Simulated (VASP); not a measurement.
## A VASP 6.6.1 single-point calculation on CdS

INCAR

```
LASPH = .TRUE.
ISMEAR = -1
GGA = 91
NSW = 0
LCHARG = .FALSE.
NELM = 72
ISIF = 2
PREC = Medium
ENCUT = 520
IBRION = -1
ADDGRID = .TRUE.
EDIFF = 1E-7
NBANDS = 16
LREAL = .FALSE.
LWAVE = .FALSE.
SIGMA = 0.02
```

KPOINTS

```
KPOINTS created by Atomic Simulation Environment
0
Gamma
8 8 8
0 0 0
```

POSCAR

```
Cd S
 1.0000000000000000
     0.0000000000000000    2.8216462493000001    2.8216462493000001
     2.8216462493000001    0.0000000000000000    2.8216462493000001
     2.8216462493000001    2.8216462493000001    0.0000000000000000
 Cd  S
   1   1
Cartesian
  0.0000000000000000  0.0000000000000000  0.0000000000000000
  1.4108231246499998  1.4108231246499998  1.4108231246499998
```

The recommended PBE PAW datasets give the neutral cell 18 valence electrons.

Command

```
mpirun -np 1 vasp_std
```

Question: Predict the outcome of this run.

Answer: It converged. Results: gap between bands v and c on the k mesh 1.34 eV; least direct gap on the k mesh 1.34 eV; pressure 11.5 GPa. Band v is the last that the valence electrons fill when counted band by band, and c is the next.

OSZICAR

```
N       E                     dE             d eps       ncg     rms          rms(c)
DAV:   1     0.114355727425E+03    0.11436E+03   -0.92859E+03   936   0.105E+03
DAV:   2    -0.232596252000E+01   -0.11668E+03   -0.11029E+03  1136   0.263E+02
DAV:   3    -0.651312003539E+01   -0.41872E+01   -0.41792E+01  1200   0.520E+01
DAV:   4    -0.653724289441E+01   -0.24123E-01   -0.24121E-01  1112   0.393E+00
DAV:   5    -0.653753379785E+01   -0.29090E-03   -0.29090E-03  1200   0.412E-01    0.991E+00
DAV:   6    -0.598762174010E+01    0.54991E+00   -0.87003E-01  1360   0.134E+01    0.769E+00
DAV:   7    -0.596495200591E+01    0.22670E-01   -0.23644E-01  1208   0.340E+00    0.364E+00
DAV:   8    -0.596473663265E+01    0.21537E-03   -0.24008E-02  1112   0.207E+00    0.404E-01
DAV:   9    -0.596449418841E+01    0.24244E-03   -0.26846E-03  1112   0.847E-01    0.885E-02
DAV:  10    -0.596456622703E+01   -0.72039E-04   -0.24913E-04  1088   0.183E-01    0.522E-02
DAV:  11    -0.596461104260E+01   -0.44816E-04   -0.61611E-05  1136   0.748E-02    0.212E-02
DAV:  12    -0.596461186082E+01   -0.81821E-06   -0.23998E-05  1104   0.631E-02    0.834E-03
DAV:  13    -0.596461242680E+01   -0.56599E-06   -0.32033E-06  1104   0.192E-02    0.392E-03
DAV:  14    -0.596461243421E+01   -0.74033E-08   -0.21171E-07  1168   0.401E-03
   1 F= -.59646124E+01 E0= -.59646124E+01  d E =-.389440E-10
```

For comparison, a separate PBE run of the intended cell, on usual settings and not on those above, gives a gap of 1.36 eV on its mesh and a pressure of 11.5 GPa.
